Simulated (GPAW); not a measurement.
# BN (P6_3/mmc) in GPAW: further runs

One crystal, BN, is run at these levels: PBE; tasks: dielectric tensor.

Everything below comes from runs of GPAW 26.7.0. Logs are shortened: lines on timing, memory, paths and dates and some standing lists are left out, and cuts for length are marked. The log counts tension as positive stress, the text compression.

## (1) The structure

It takes space group P6_3/mmc (No. 194, hexagonal). The conventional cell has a = 2.481 Å, b = 2.481 Å, c = 6.591 Å, α = 90.00°, β = 90.00°, γ = 120.00°. Around N (site symmetry -6m2) lie 3 B at 1.43 Å. Around B (site symmetry -6m2) lie 3 N at 1.43 Å.

## (2) Dielectric tensor, PBE

Input file run.py:

```python
import numpy as np
from ase.dft.bandgap import bandgap
from ase.io import read, write
from gpaw import GPAW, PW
from gpaw.response.df import DielectricFunction

atoms = read('POSCAR')

calc = GPAW(mode=PW(650),
            xc='PBE',
            kpts={'size': (10, 10, 4), 'gamma': True},
            occupations={'name': 'fermi-dirac', 'width': 0.001},
            nbands=18,
            convergence={'density': 1e-06},
            maxiter=150,
            txt='gpaw.txt')
atoms.calc = calc
energy = atoms.get_potential_energy()
calc.write('gs.gpw')
write('result.traj', atoms)
print(f'Energy: {energy:.6f} eV')
print('Fermi level:', round(calc.get_fermi_level(), 4), 'eV')
print(f'Gap: {bandgap(calc)[0]:.4f} eV, direct: {bandgap(calc, direct=True)[0]:.4f} eV')

for size in [(19, 19, 7)]:
    name = 'x'.join(str(n) for n in size)
    dense = calc.fixed_density(kpts={'size': size, 'gamma': True},
                               nbands=54, convergence={'bands': 48, 'eigenstates': 1e-7},
                               update_fermi_level=True, txt=f'dense-{name}.txt')
    dense.write(f'{name}.gpw', mode='all')
    df = DielectricFunction(f'{name}.gpw', frequencies=np.array([0.0]), hilbert=False, eta=0.001,
                            ecut=80, nbands=48, intraband=False, txt=f'df-{name}.txt')
    for xc in ['RPA']:
        for direction in ['x', 'y', 'z', [0, 1, 1], [1, 0, 1], [1, 1, 0]]:
            e0, e = df.get_macroscopic_dielectric_constant(xc=xc, direction=direction)
            print(f'{name} {xc} {direction}: {e0:.4f} without, {e:.4f} with local fields')
```

Input file POSCAR:

```
BN
1.0
    2.4814727834      0.0000000000      0.0000000000
   -1.2407363917      2.1490184693      0.0000000000
    0.0000000000      0.0000000000      6.5911637588
N B
2 2
Direct
    0.6666666667      0.3333333333      0.2500000000
    0.3333333333      0.6666666667      0.7500000000
    0.6666666667      0.3333333333      0.7500000000
    0.3333333333      0.6666666667      0.2500000000
```

Potentials or basis: GPAW PAW data sets (gpaw-data 1.2.1), pw.

On the command line:

```console
OMP_NUM_THREADS=1 python run.py
```

gpaw.txt:

```text
__  _  _
 | _ |_)|_||  |
 |__||  | ||/\| - 26.7.0

Input parameters:
  mode=PW(ecut=650.0),
  convergence={'density': 1e-06},
  kpts=MonkhorstPack(size=(10, 10, 4), gamma=True),
  maxiter=150,
  nbands=18,
  occupations=Occupations(name='fermi-dirac', width=0.001),
  xc=XC(name='PBE')

Diagonalizing LCAO Hamiltonian
Converting LCAO to pw mode

        N B

        B N

Atoms  # Å, Bohr magnetons
|   | symbol |         x |        y |        z |    initial magnetic moments |
|---|--------|-----------|----------|----------|-----------------------------|
| 0 |      N |  1.240736 | 0.716339 | 1.647791 | ( 0.0000,  0.0000,  0.0000) |
| 1 |      N | -0.000000 | 1.432679 | 4.943373 | ( 0.0000,  0.0000,  0.0000) |
| 2 |      B |  1.240736 | 0.716339 | 4.943373 | ( 0.0000,  0.0000,  0.0000) |
| 3 |      B | -0.000000 | 1.432679 | 1.647791 | ( 0.0000,  0.0000,  0.0000) |

Unit cell  # Å
| periodic |         x |        y |        z |  lengths |     angles |
|----------|-----------|----------|----------|----------|------------|
|      yes |  2.481473 | 0.000000 | 0.000000 | 2.481473 |  90.000000 |
|      yes | -1.240736 | 2.149018 | 0.000000 | 2.481473 |  90.000000 |
|      yes |  0.000000 | 0.000000 | 6.591164 | 6.591164 | 120.000000 |

Number of symmetries: 12
Symmetry operations  # r_c * U_cc + t_c -> r_c
|    | kind |            matrix            |
|----|------|------------------------------|
|  0 |  σ   |  1, 1, 0,  0,-1, 0,  0, 0, 1 |
|  1 |  S6  |  1, 1, 0, -1, 0, 0,  0, 0,-1 |
|  2 |  E   |  1, 0, 0,  0, 1, 0,  0, 0, 1 |
|  3 |  C2  |  1, 0, 0, -1,-1, 0,  0, 0,-1 |
|  4 |  C2  |  0, 1, 0,  1, 0, 0,  0, 0,-1 |
|  5 |  C3  |  0, 1, 0, -1,-1, 0,  0, 0, 1 |
|  6 |  S6  |  0,-1, 0,  1, 1, 0,  0, 0,-1 |
|  7 |  σ   |  0,-1, 0, -1, 0, 0,  0, 0, 1 |
|  8 |  σ   | -1, 0, 0,  1, 1, 0,  0, 0, 1 |
|  9 |  i   | -1, 0, 0,  0,-1, 0,  0, 0,-1 |
| 10 |  C3  | -1,-1, 0,  1, 0, 0,  0, 0, 1 |
| 11 |  C2  | -1,-1, 0,  0, 1, 0,  0, 0,-1 |

BZ-sampling:
  Number of BZ points: 400
  Number of IBZ points: 50

  Monkhorst-Pack size: [10, 10, 4]
  Monkhorst-Pack shift: [0.05, 0.05, 0.125]

K-points  # in reciprocal-cell coordinates
|     |                                coordinates |     weight |
|-----|--------------------------------------------|------------|
|   0 | (  0.00000000,   0.00000000,   0.00000000) | 0.00250000 |
|   1 | (  0.00000000,   0.00000000,   0.25000000) | 0.00500000 |
|   2 | (  0.00000000,   0.00000000,   0.50000000) | 0.00250000 |
|   3 | (  0.10000000,   0.00000000,  -0.25000000) | 0.01500000 |
|   4 | (  0.10000000,   0.00000000,   0.00000000) | 0.01500000 |
|   5 | (  0.10000000,   0.00000000,   0.25000000) | 0.01500000 |
|   6 | (  0.10000000,   0.00000000,   0.50000000) | 0.01500000 |
|   7 | (  0.20000000,  -0.10000000,   0.00000000) | 0.01500000 |
|   8 | (  0.20000000,  -0.10000000,   0.25000000) | 0.03000000 |
|   9 | (  0.20000000,  -0.10000000,   0.50000000) | 0.01500000 |
| ... |                                            |            |
|  49 | (  0.50000000,   0.50000000,   0.50000000) | 0.00750000 |

Plane wave coefficients: 1359
Cutoff: 650.0 eV

Spin-components: 1 (collinear spins)
Bands:           18
Projectors:      20
Spin-degeneracy: 2
Datatype:        complex128

Parallelization:
  kpt:    1
  domain: 1
  band:   1

Density:
  Valence electrons: 16.0
  Components: 1
  Grid points: [15 15 40]
  Charge: 0.0  # |e|

Potential:
  Grid points: [15 15 40]

species:
  N:
    name:    Nitrogen
    Z:       7.0
    valence: 5
    core:    2
    charge:  0.0  # [|e|]
    compensation charges:
      type: gauss
      rc: 0.18  # [Å]
      lmax: 2
    cutoffs:
      filter: 1.11  # [Å]
      core: 0.96  # [Å]
    projectors
    | kind |    occ | energy [eV] | rcut [Å] |
    |------|--------|-------------|----------|
    |   2s |  2.000 |     -18.583 |    0.603 |
    |   2p |  3.000 |      -7.089 |    0.529 |
    |    s |        |       8.629 |    0.603 |
    |    p |        |      20.123 |    0.529 |
    |    d |        |       0.000 |    0.577 |

    Using partial waves for N as LCAO basis

  B:
    name:    Boron
    Z:       5.0
    valence: 3
    core:    2
    charge:  0.0  # [|e|]
    compensation charges:
      type: gauss
      rc: 0.20  # [Å]
      lmax: 2
    cutoffs:
      filter: 1.14  # [Å]
      core: 1.38  # [Å]
    projectors
    | kind |    occ | energy [eV] | rcut [Å] |
    |------|--------|-------------|----------|
    |   2s |  2.000 |      -9.443 |    0.635 |
    |   2p |  1.000 |      -3.606 |    0.635 |
    |    s |        |      17.768 |    0.635 |
    |    p |        |      23.605 |    0.635 |
    |    d |        |       0.000 |    0.635 |

    Using partial waves for B as LCAO basis

Reference energy: -4302.422143  # eV

eigensolver:
  PPCG
  Converge bands: occupied
  niter=2

density mixing:
  MSR1-Mixer
  Pratt-step length: 0.05
  Maximum mixing coefficient: 0.75
  Old densities: 10
  SVD Regularization: 0.005
  Good broyden scale: 1.0
  Trust region scale: 1.0
  Backstep threshold: 4.0
  History deletion threshold: 6.0
  Fourier metric: weight=20.0, sigma=0.015

occupation numbers:
  Fermi-Dirac:
    width: 0.0010  # eV

poisson solver:
  ecut: 5200.0  # eV

xc functional:
  name: PBE with 2 nearest neighbor stencil

convergence criteria:
- Maximum integral of absolute [dens]ity change: 1e-06 electrons / valence electron
- Maximum [total energy] change in last 3 cyles: 0.0005 eV / valence electron
- Maximum integral of absolute [eigenst]ate change: 4e-08 eV^2 / valence electron
maximum number of iterations: 150

SCF iterations
|iter     | |      energy | eigst |  dens |
|---------|-|-------------|-------|-------|
|iter:   1| |  -38.268403 | +0.47 |       |
|iter:   2| |  -37.619249 | -1.34 | -0.64 |
|iter:   3| |  -35.078667 | -0.82 | -0.69 |
|iter:   4| |  -35.030532 | -2.22 | -1.32 |
|iter:   5| |  -35.029432 | -2.99 | -1.71 |
|iter:   6| |  -35.029885c| -4.40 | -2.30 |
|iter:   7| |  -35.029890c| -6.03 | -3.41 |
|iter:   8| |  -35.029891c| -7.39 | -3.97 |
|iter:   9| |  -35.029890c| -8.15c| -4.40 |
|iter:  10| |  -35.029890c| -8.85c| -5.29 |
|iter:  11| |  -35.029890c| -9.60c| -5.86 |
|iter:  12| |  -35.029890c|-10.57c| -6.67c|

Converged in 12 steps
Energy contributions relative to reference atoms: (reference = -4302.422143)

Energy contributions:
  Kinetic:          39.339102
  Coulomb:         -38.323882
  Zero:              0.058591
  External:          0.000000
  Xc:              -36.103703
  Entropy:          -0.000000
  Spinorbit:         0.000000
  ----------------------------
  Free energy:     -35.029890
  Extrapolated:    -35.029890

dipole moment: (0.000000, 0.000000, 0.000001)  # |e|*Ang

Fermi level: 5.145
Eigenvalues  # (at kpt = [0.000, 0.000, 0.000])
| band index |      eig [eV] | occ [0-2] |
|------------|---------------|-----------|
|          0 |       -13.721 |     2.000 |
|          1 |       -13.412 |     2.000 |
|          2 |        -2.130 |     2.000 |
|          3 |         0.050 |     2.000 |
|          4 |         2.954 |     2.000 |
|          5 |         2.955 |     2.000 |
[... 8 lines left out ...]
|         14 |        16.981 |     0.000 |
|         15 |        17.607 |     0.000 |
|        ... |               |           |
|         17 |        21.215 |     0.000 |

Gap: 4.265 eV
Transition (v -> c):
  (s=0, k=33, n=7, [0.40, 0.30, 0.00]) -> (s=0, k=47, n=8, [0.50, 0.50, 0.00])
Direct/indirect transitions are different
Direct gap: 4.726 eV
Transition at: (s=0, k=36, n=7, [0.40, 0.40, 0.00])
# Writing to gs.gpw (mode='')
```

Wall time 3.8 min (1 thread of INTEL XEON PLATINUM 8581C at 2.30GHz (Emerald Rapids), shared host); peak memory 0.67 GiB.

Results:

```yaml
Free_energy: -35.0299 eV
Band_gap_on_the_k_mesh: 4.26 eV, indirect (least direct gap 4.73 eV)
Electronic_dielectric_tensor_diagonal: 4.59, 4.59, 2.55
```

Electronic dielectric tensor:
```
4.59 0.00 0.00
0.00 4.59 0.00
0.00 0.00 2.55
```

Caveat: the long-wavelength limit can be off by a per cent or two; an odd mesh through Γ misses points on the zone boundary, where band edges often lie; this functional lacks dispersion, which binds the layers, so the pressure and a relaxed spacing across them are unreliable.

## (3) Dielectric tensor, PBE

This run uses another cell than the first one, of 8.97 Å³/atom, 1.020 times its volume.

run.py is that of step 2.

Input file POSCAR:

```
BN
1.0
    2.4982400000      0.0000000000      0.0000000000
   -1.2491200000      2.1635393048      0.0000000000
    0.0000000000      0.0000000000      6.6357000000
N B
2 2
Direct
    0.6666666667      0.3333333333      0.2500000000
    0.3333333333      0.6666666667      0.7500000000
    0.6666666667      0.3333333333      0.7500000000
    0.3333333333      0.6666666667      0.2500000000
```

Potentials or basis: GPAW PAW data sets (gpaw-data 1.2.1), pw.

On the command line:

```console
OMP_NUM_THREADS=1 python run.py
```

gpaw.txt:

```text
__  _  _
 | _ |_)|_||  |
 |__||  | ||/\| - 26.7.0

Input parameters:
  mode=PW(ecut=650.0),
  convergence={'density': 1e-06},
  kpts=MonkhorstPack(size=(10, 10, 4), gamma=True),
  maxiter=150,
  nbands=18,
  occupations=Occupations(name='fermi-dirac', width=0.001),
  xc=XC(name='PBE')

Diagonalizing LCAO Hamiltonian
Converting LCAO to pw mode

        N B

        B N

Atoms  # Å, Bohr magnetons
|   | symbol |         x |        y |        z |    initial magnetic moments |
|---|--------|-----------|----------|----------|-----------------------------|
| 0 |      N |  1.249120 | 0.721180 | 1.658925 | ( 0.0000,  0.0000,  0.0000) |
| 1 |      N | -0.000000 | 1.442360 | 4.976775 | ( 0.0000,  0.0000,  0.0000) |
| 2 |      B |  1.249120 | 0.721180 | 4.976775 | ( 0.0000,  0.0000,  0.0000) |
| 3 |      B | -0.000000 | 1.442360 | 1.658925 | ( 0.0000,  0.0000,  0.0000) |

Unit cell  # Å
| periodic |         x |        y |        z |  lengths |     angles |
|----------|-----------|----------|----------|----------|------------|
|      yes |  2.498240 | 0.000000 | 0.000000 | 2.498240 |  90.000000 |
|      yes | -1.249120 | 2.163539 | 0.000000 | 2.498240 |  90.000000 |
|      yes |  0.000000 | 0.000000 | 6.635700 | 6.635700 | 120.000000 |

Number of symmetries: 12
Symmetry operations  # r_c * U_cc + t_c -> r_c
|    | kind |            matrix            |
|----|------|------------------------------|
|  0 |  σ   |  1, 1, 0,  0,-1, 0,  0, 0, 1 |
|  1 |  S6  |  1, 1, 0, -1, 0, 0,  0, 0,-1 |
|  2 |  E   |  1, 0, 0,  0, 1, 0,  0, 0, 1 |
|  3 |  C2  |  1, 0, 0, -1,-1, 0,  0, 0,-1 |
|  4 |  C2  |  0, 1, 0,  1, 0, 0,  0, 0,-1 |
[... 128 lines left out ...]

xc functional:
  name: PBE with 2 nearest neighbor stencil

convergence criteria:
- Maximum integral of absolute [dens]ity change: 1e-06 electrons / valence electron
- Maximum [total energy] change in last 3 cyles: 0.0005 eV / valence electron
- Maximum integral of absolute [eigenst]ate change: 4e-08 eV^2 / valence electron
maximum number of iterations: 150

SCF iterations
|iter     | |      energy | eigst |  dens |
|---------|-|-------------|-------|-------|
|iter:   1| |  -38.184212 | +0.46 |       |
|iter:   2| |  -37.551647 | -1.34 | -0.64 |
|iter:   3| |  -35.111985 | -0.83 | -0.69 |
|iter:   4| |  -35.066276 | -2.24 | -1.32 |
|iter:   5| |  -35.065075 | -2.99 | -1.71 |
|iter:   6| |  -35.065504c| -4.40 | -2.31 |
|iter:   7| |  -35.065508c| -6.04 | -3.40 |
|iter:   8| |  -35.065509c| -7.59c| -3.98 |
|iter:   9| |  -35.065509c| -7.80c| -4.82 |
|iter:  10| |  -35.065509c| -8.59c| -5.33 |
|iter:  11| |  -35.065509c| -9.37c| -5.91 |
|iter:  12| |  -35.065509c|-10.03c| -6.65c|

Converged in 12 steps
Energy contributions relative to reference atoms: (reference = -4302.422143)

Energy contributions:
  Kinetic:          35.736405
  Coulomb:         -35.549934
  Zero:              0.060299
  External:          0.000000
  Xc:              -35.312280
  Entropy:          -0.000000
  Spinorbit:         0.000000
  ----------------------------
  Free energy:     -35.065509
  Extrapolated:    -35.065509

dipole moment: (0.000000, 0.000000, 0.000001)  # |e|*Ang

Fermi level: 4.968
Eigenvalues  # (at kpt = [0.000, 0.000, 0.000])
| band index |      eig [eV] | occ [0-2] |
|------------|---------------|-----------|
|          0 |       -13.771 |     2.000 |
|          1 |       -13.476 |     2.000 |
|          2 |        -2.177 |     2.000 |
|          3 |        -0.052 |     2.000 |
|          4 |         2.755 |     2.000 |
|          5 |         2.755 |     2.000 |
[... 8 lines left out ...]
|         14 |        16.427 |     0.000 |
|         15 |        17.183 |     0.000 |
|        ... |               |           |
|         17 |        20.776 |     0.000 |

Gap: 4.244 eV
Transition (v -> c):
  (s=0, k=33, n=7, [0.40, 0.30, 0.00]) -> (s=0, k=47, n=8, [0.50, 0.50, 0.00])
Direct/indirect transitions are different
Direct gap: 4.684 eV
Transition at: (s=0, k=36, n=7, [0.40, 0.40, 0.00])
# Writing to gs.gpw (mode='')
```

It took 3.8 min on 1 thread of INTEL XEON PLATINUM 8581C at 2.30GHz (Emerald Rapids), shared host; peak memory 0.67 GiB.

What came out:

```
Free energy                             : -35.0655 eV
Band gap on the k mesh                  : 4.24 eV, indirect (least direct gap 4.68 eV)
Electronic dielectric tensor (diagonal) : 4.59, 4.59, 2.53
```

Electronic dielectric tensor:
```
4.59 0.00 0.00
0.00 4.59 0.00
0.00 0.00 2.53
```

Caveat: the long-wavelength limit can be off by a per cent or two; an odd mesh through Γ misses points on the zone boundary, where band edges often lie; this functional lacks dispersion, which binds the layers, so the pressure and a relaxed spacing across them are unreliable.

(Part 1 of 2 ends here.)
